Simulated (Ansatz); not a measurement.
## Al under changes of volume

One of the cells (16.669 Å³/atom); the others are scaled copies at fixed shape and fractional positions:

```
Al
1.0
     2.81246    0.00000    0.00000
    -1.40623    2.43566    0.00000
     0.00000    0.00000    4.86685
Al
2
Direct
  0.33333 0.66667 0.25000
  0.66667 0.33333 0.75000
```

This isn't the form of Al at room conditions, which is fcc.

```yaml
Program: Ansatz 0.2.0
Functional: LDA
Potentials_or_basis: Ansatz PAW
Cutoff: "420 eV (not typed: the program's choice for these potentials)"
k_mesh: 11 × 11 × 6
Occupations: fermi-dirac, width 0.05 eV
Spin: no spin polarisation
```

```tsv
volume (Å³/atom)	energy over the lowest point (meV/atom)	pressure (GPa)
15.669	1.84	1.8
16.003	0.00	0.0
16.336	1.69	-1.6
16.669	6.57	-3.0
17.003	14.27	-4.3
17.336	24.50	-5.4
17.670	?	?
```

Task: What does the run at 17.670 Å³/atom give?

Result: Energy over the lowest point 36.95 meV/atom; pressure -6.4 GPa.

Worked out: A Birch-Murnaghan fit of order 3 (a polynomial in V^(-2/3)) to the other rows has its minimum at 16.00 Å³/atom with B0 = V·E''(V) = 82 GPa and B' = 4.4 at fixed shape and positions, which overstates the stiffness. It gives 37.02 meV/atom at 17.670 Å³/atom, against the run's 36.95, and -dE/dV = -6.5 GPa, against -6.4.

Energies are extrapolated to zero smearing.

Caveats: the PAW data sets come from PBE, with cores solved anew for the run's functional, which leaves a small shift of forces and pressure.
